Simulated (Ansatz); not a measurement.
Relax this structure to zero stress and force, keeping its symmetry:

```cif
data_structure
_symmetry_space_group_name_H-M 'P6_3/mmc'
_symmetry_Int_Tables_number 194
_cell_length_a 2.4665
_cell_length_b 2.4665
_cell_length_c 8.5128
_cell_angle_alpha 90.000
_cell_angle_beta 90.000
_cell_angle_gamma 120.000
_cell_volume 44.85
loop_
_atom_site_label
_atom_site_type_symbol
_atom_site_symmetry_multiplicity
_atom_site_Wyckoff_symbol
_atom_site_fract_x
_atom_site_fract_y
_atom_site_fract_z
_atom_site_occupancy
C1 C 2 b 0.00000 0.00000 0.75000 1
C2 C 2 d 0.33333 0.66667 0.75000 1
```

All numbers below come from Ansatz 0.2.0, DFT PBE, scalar-relativistic, plane waves, PAW.

Cutoff 420 eV; k points 18×18×6 on the computed 4-atom cell (Γ-centred); Gaussian smearing, width 0.10 eV; no spin polarisation.

**Question.** What does it relax to?

**Answer.** The volume doesn't move by more than 0.01 Å³/atom to 11.21 Å³/atom, and the energy changes by under 0.1 meV/atom. Final structure:
```cif
data_structure
_symmetry_space_group_name_H-M 'P6_3/mmc'
_symmetry_Int_Tables_number 194
_cell_length_a 2.4665
_cell_length_b 2.4665
_cell_length_c 8.5128
_cell_angle_alpha 90.000
_cell_angle_beta 90.000
_cell_angle_gamma 120.000
_cell_volume 44.85
loop_
_atom_site_label
_atom_site_type_symbol
_atom_site_symmetry_multiplicity
_atom_site_Wyckoff_symbol
_atom_site_fract_x
_atom_site_fract_y
_atom_site_fract_z
_atom_site_occupancy
C1 C 2 b 0.00000 0.00000 0.75000 1
C2 C 2 d 0.33333 0.66667 0.75000 1
```

The cell holds layers, and where no dispersion correction was added their binding is poorly described.